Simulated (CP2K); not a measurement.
## BeS: one setting at a time in CP2K

Simulated with CP2K 2026.2. This is a test of settings. The cell began as a measured structure and was relaxed with r2SCAN in plane waves (Ansatz 0.2.0). All runs are without spin polarisation.

Space group F-43m (No. 216), cubic; a = 4.869 Å in the conventional setting, 14.43 Å³ an atom. Around Be lie 4 S at 2.11 Å; around S lie 4 Be at 2.11 Å.

The base run uses PBE in the SZV-MOLOPT-SR basis.

```
&GLOBAL
 PROJECT run
 RUN_TYPE ENERGY_FORCE
 PRINT_LEVEL LOW
&END GLOBAL
&FORCE_EVAL
 METHOD QS
 STRESS_TENSOR ANALYTICAL
 &DFT
  BASIS_SET_FILE_NAME BASIS_MOLOPT
  POTENTIAL_FILE_NAME GTH_POTENTIALS
  &QS
   EXTRAPOLATION USE_GUESS
  &END QS
  &MGRID
   CUTOFF 350
   REL_CUTOFF 50
  &END MGRID
  &XC
   &XC_FUNCTIONAL PBE
   &END XC_FUNCTIONAL
  &END XC
  &KPOINTS
   SCHEME MONKHORST-PACK 5 5 5
   SYMMETRY F
   FULL_GRID F
  &END KPOINTS
  &SCF
   ADDED_MOS 8
   EPS_SCF 1e-6
   MAX_SCF 80
   &DIAGONALIZATION
   &END DIAGONALIZATION
   &MIXING
    METHOD BROYDEN_MIXING
    ALPHA 0.3
   &END MIXING
   &SMEAR
    METHOD FERMI_DIRAC
    ELECTRONIC_TEMPERATURE [K] 232
   &END SMEAR
   &PRINT
    &ITERATION_INFO
    &END ITERATION_INFO
   &END PRINT
  &END SCF
  &PRINT
   &BAND_STRUCTURE
    FILE_NAME bands.bs
    ADDED_MOS 6
    &KPOINT_SET
     UNITS B_VECTOR
     SPECIAL_POINT 0.00000000 0.00000000 0.00000000
     NPOINTS 0
    &END KPOINT_SET
    &KPOINT_SET
     UNITS B_VECTOR
     SPECIAL_POINT -0.50000000 -0.50000000 0.00000000
     NPOINTS 0
    &END KPOINT_SET
    &KPOINT_SET
     UNITS B_VECTOR
     SPECIAL_POINT -0.37500000 -0.37500000 0.25000000
     NPOINTS 0
    &END KPOINT_SET
    &KPOINT_SET
     UNITS B_VECTOR
     SPECIAL_POINT -0.37500000 0.00000000 0.37500000
     NPOINTS 0
    &END KPOINT_SET
    &KPOINT_SET
     UNITS B_VECTOR
     SPECIAL_POINT 0.00000000 0.00000000 0.50000000
     NPOINTS 0
    &END KPOINT_SET
    &KPOINT_SET
     UNITS B_VECTOR
     SPECIAL_POINT -0.50000000 -0.25000000 0.25000000
     NPOINTS 0
    &END KPOINT_SET
    &KPOINT_SET
     UNITS B_VECTOR
     SPECIAL_POINT 0.00000000 0.50000000 0.50000000
     NPOINTS 0
    &END KPOINT_SET
    &KPOINT_SET
     UNITS B_VECTOR
     SPECIAL_POINT -0.03750000 0.00000000 0.03750000
     NPOINTS 0
    &END KPOINT_SET
   &END BAND_STRUCTURE
  &END PRINT
 &END DFT
 &SUBSYS
  &CELL
   A 3.44262946 0.00000000 0.00000000
   B 1.72131473 2.98140457 0.00000000
   C 1.72131473 0.99380152 2.81089518
  &END CELL
  &COORD
   SCALED
   Be -0.00000000 0.00000000 0.00000000
   S 0.25000000 0.25000000 0.25000000
  &END COORD
  &KIND Be
   BASIS_SET SZV-MOLOPT-SR-GTH
   POTENTIAL GTH-PBE
  &END KIND
  &KIND S
   BASIS_SET SZV-MOLOPT-SR-GTH
   POTENTIAL GTH-PBE
  &END KIND
 &END SUBSYS
 &PRINT
  &STRESS_TENSOR
  &END STRESS_TENSOR
  &FORCES
  &END FORCES
 &END PRINT
&END FORCE_EVAL
```

Command: `cp2k.psmp -i run.inp`. It took 2.1 s on 2 threads of Arm Neoverse V2, on a shared host, peak memory 0.18 GiB.

It converged with a gap of 4.05 eV and a pressure of 16.77 GPa (positive in compression). Pressures on CP2K's grid carry noise of some tenths of a GPa.

Each further run moved one setting: KPOINTS (Monkhorst-Pack mesh); REL_CUTOFF (grid cutoff relative to the Gaussians, in Ry); XC_FUNCTIONAL (functional, with the PBE potentials kept); CUTOFF (density grid cutoff in Ry); ALPHA (mixing weight); MAX_SCF (limit on SCF cycles). Changes are from the base run, which isn't itself converged in every setting; energies of another Hamiltonian, functional, basis or charge aren't compared, and those at a high electronic temperature are mostly its entropy term. CP2K's gap is over the listed points.

```
                      setting   how it ended  gap change (eV)  energy change (meV/atom)  pressure change (GPa)  time (s)
              KPOINTS = 7x7x7      converged             0.00                      -1.5                   0.04       3.1
              REL_CUTOFF = 30      converged             0.00                       0.0                   0.00       1.7
         XC_FUNCTIONAL = BLYP      converged             0.05                         –                  -0.42       2.1
                 CUTOFF = 200      converged            -0.05                    -180.8                   0.67       1.8
                  ALPHA = 0.6      converged             0.00                       0.0                   0.00       1.9
MAX_SCF = 4 (poor on purpose)  not converged                –                         –                      –       1.1
```

REL_CUTOFF = 30 changes nothing that matters here. ALPHA = 0.6 changes nothing that matters here. With MAX_SCF = 4 the cycle ended unconverged.

The end of the log, shortened, for MAX_SCF = 4:

```
#7  0x510bf9383c7b in ???
#8  0x510bf91f555b in ???
#9  0x510bf8084d13 in ???
#10  0x510bf7e7a0cf in ???
#11  0x510bf875745f in ???
#12  0x510bf8759d0b in ???
#13  0x510bf7e70db3 in ???
#14  0x510bf7e6ef13 in ???
#15  0x510c18616573 in __libc_start_call_main
#16  0x510c18616657 in __libc_start_main_impl
#17  0x510bf7e6f06f in ???
#18  0xffffffffffffffff in ???
```
